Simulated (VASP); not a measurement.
**MgO in VASP: one cell, several levels of theory**

What does VASP give for MgO built on the rocksalt prototype, under -3.7 % biaxial strain in x and y, free along z, the cell held fixed? Runs: PBE, r2SCAN.

Program: VASP 6.6.1. PAW datasets, plane waves. Spin-unpolarised throughout; all numbers are computed.

## 1. The cell

The cell comes from an earlier relaxation with r2SCAN in another program, then strained, with the atoms relaxed again.

The symmetry is I4/mmm (No. 139, tetragonal); a = 2.862 Å, c = 4.311 Å in the conventional setting, 8.83 Å³ an atom. Mg has 6 O at 2.02–2.16 Å; O has 6 Mg at 2.02–2.16 Å.

The structure in full:

```cif
data_structure
_symmetry_space_group_name_H-M 'I4/mmm'
_symmetry_Int_Tables_number 139
_cell_length_a 2.8620
_cell_length_b 2.8620
_cell_length_c 4.3108
_cell_angle_alpha 90.000
_cell_angle_beta 90.000
_cell_angle_gamma 90.000
_cell_volume 35.31
loop_
_atom_site_label
_atom_site_type_symbol
_atom_site_symmetry_multiplicity
_atom_site_Wyckoff_symbol
_atom_site_fract_x
_atom_site_fract_y
_atom_site_fract_z
_atom_site_occupancy
Mg1 Mg 2 a 0.00000 0.00000 0.00000 1
O1 O 2 b 0.50000 0.50000 0.00000 1
```

## 2. PBE

Contents of INCAR:

```
ENCUT = 520.000000
SIGMA = 0.020000
EDIFF = 1.00e-07
GGA = PE
PREC = Accurate
IBRION = -1
ISIF = 2
ISMEAR = -1
NBANDS = 11
NELM = 120
NSW = 0
LASPH = .TRUE.
LCHARG = .FALSE.
LWAVE = .FALSE.
LREAL = .FALSE.
```

Contents of KPOINTS:

```
KPOINTS created by Atomic Simulation Environment
0
Gamma
10 10 10
0 0 0
```

Contents of KPOINTS_OPT:

```
special points
6
Reciprocal
0.0000000000 0.0000000000 0.0000000000 1
0.5000000000 0.0000000000 0.5000000000 1
0.6250000000 0.2500000000 0.6250000000 1
0.3750000000 0.3750000000 0.7500000000 1
0.5000000000 0.5000000000 0.5000000000 1
0.5000000000 0.2500000000 0.7500000000 1
```

Contents of POSCAR:

```
Mg O
 1.0000000000000000
     0.0000000000000000    2.0237565711999999    2.1553921414000001
     2.0237565711999999    0.0000000000000000    2.1553921414000001
     2.0237565711999999    2.0237565711999999    0.0000000000000000
 Mg  O
   1   1
Cartesian
  0.0000000000000000  0.0000000000000000  0.0000000000000000
  2.0237565711999999  2.0237565711999999  2.1553921414000001
```

The run uses the recommended PBE PAW datasets (8 valence electrons a neutral cell).

Started as:

```bash
$ mpirun -np 1 vasp_std
```

## 3. r2SCAN at this geometry

Contents of INCAR:

```
ENCUT = 520.000000
SIGMA = 0.010000
EDIFF = 1.00e-07
ALGO = Normal
METAGGA = R2SCAN
PREC = Accurate
IBRION = -1
ISIF = 2
ISMEAR = 0
NBANDS = 11
NELM = 120
NSW = 0
LASPH = .TRUE.
LCHARG = .FALSE.
LWAVE = .FALSE.
LREAL = .FALSE.
```

KPOINTS is that of step 2.

KPOINTS_OPT is that of step 2.

POSCAR is that of step 2.

What does the calculation give? Wanted: for each run, gap; pressure.

**Answer**, as computed:

| level | gap (eV) | pressure (GPa) |
| --- | --- | --- |
| PBE | 5.20 | 16.13 |
| r2SCAN | 6.09 | 9.86 |

In words: The gap runs from 5.20 eV (PBE) to 6.09 eV (r2SCAN). The pressure is highest with PBE (16.1 GPa) and lowest with r2SCAN (9.9 GPa), which orders the cells that they would relax to.
